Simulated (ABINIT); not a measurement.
Input of an ABINIT 10.8.3 (patched build) run:

File run.abi:

```
# Pseudopotentials
pp_dirpath "./"
pseudos "Hf.upf, C.upf"

# Structure
acell 6.3171013117 6.3171013116 9.8317045648
rprim
     1.0000000000     0.0000000000     0.0000000000
    -0.5000000000     0.8660254038     0.0000000000
     0.0000000000     0.0000000000     1.0000000000
ntypat 2
znucl 72 6
natom 4
typat 1 1 2 2
chkprim 0
chksymtnons 0
tolsym 1.0e-6
xred
            1/3            2/3            1/4
            2/3            1/3            3/4
            0.0            0.0            1/2
            0.0            0.0            0.0

# Plane-wave basis
ecut 41.0
ecutsm 0.5

# k points
kptopt 1
ngkpt 7 7 4
nshiftk 1
shiftk 0.0 0.0 0.0

# Exchange and correlation
ixc -116133

# Bands and occupations
nband 20
occopt 3
tsmear 0.05 eV

# SCF cycle
nstep 80
tolvrs 1.0e-12

# Output
iomode 3
prteig 0
prtebands 0
prtwf 0
prtden 0

# Relaxation
ionmov 2
optcell 2
ntime 50
tolmxf 2.0e-5
dilatmx 1.08
```

Potentials or basis: PseudoDojo NC SR PBEsol v0.4.1 standard.

Command:

```console
$ mpirun --bind-to none -np 4 abinit run.abi > log 2>&1
```

Question: Predict the band gap on the k mesh.

Answer: None (metal or under the smearing width).

Question: Estimate the relaxed volume.

Answer: 12.22 Å³/atom.

The path:
```csv
step,energy change (eV),largest force (eV/Å),pressure (GPa),volume (Å³)
1,0.0000,0.0000,-7.10,50.35
2,-0.0370,0.0000,-2.04,49.26
3,-0.0435,0.0000,0.51,48.76
4,-0.0446,0.0000,0.54,48.76
5,-0.0454,0.0000,0.09,48.85
6,-0.0454,0.0000,0.01,48.87
7,-0.0454,0.0000,0.00,48.87
```

Spin-orbit coupling is left out, which matters for the levels of Hf.
